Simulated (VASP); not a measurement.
# BAs: dielectric tensor with PBE

The system is BAs.

```
B As
1.0
     0.00000    2.31694    2.31694
     2.31694    0.00000    2.31694
     2.31694    2.31694    0.00000
B As
1 1
Direct
  0.00000 0.00000 0.00000
  0.25000 0.25000 0.25000
```

```
Program                : VASP 6.6.1
Task                   : dielectric tensor
Functional             : PBE
Potentials or basis    : VASP PAW PBE potentials, release 64 (B, As)
Cutoff                 : 600 eV
k mesh                 : 16 × 16 × 16
Occupations            : gaussian, width 0.03 eV
Spin                   : no spin polarisation
Monkhorst-Pack mesh    : yes
Further INCAR settings : ALGO = Normal; EDIFF = 1e-08
```

```json
{
 "Electronic dielectric tensor (diagonal)": "9.45",
 "Born charges (mean of the diagonal)": "B -0.80; As +0.80 e"
}
```

Levels at points of the mesh, in eV from the valence-band top:
| k point | band 1 | band 2 | band 3 | band 4 | band 5 | band 6 | band 7 | band 8 |
| --- | --- | --- | --- | --- | --- | --- | --- | --- |
| (0.03, 0.03, 0.03) | -16.21 | -0.14 | 0.00 | 0.00 | 3.49 | 3.49 | 3.50 | 5.98 |

Electronic dielectric tensor:
```
9.45 0.00 0.00
0.00 9.45 0.00
0.00 0.00 9.45
```

Born effective charge tensors (e):
atom 1, B
```
-0.80  0.00  0.00
 0.00 -0.80  0.00
 0.00  0.00 -0.80
```
atom 2, As
```
0.80 0.00 0.00
0.00 0.80 0.00
0.00 0.00 0.80
```

Run time: 19 min on 1 thread of Intel(R) Xeon(R) Platinum 8488C (Sapphire Rapids) (shared host), peak memory 1.3 GiB.
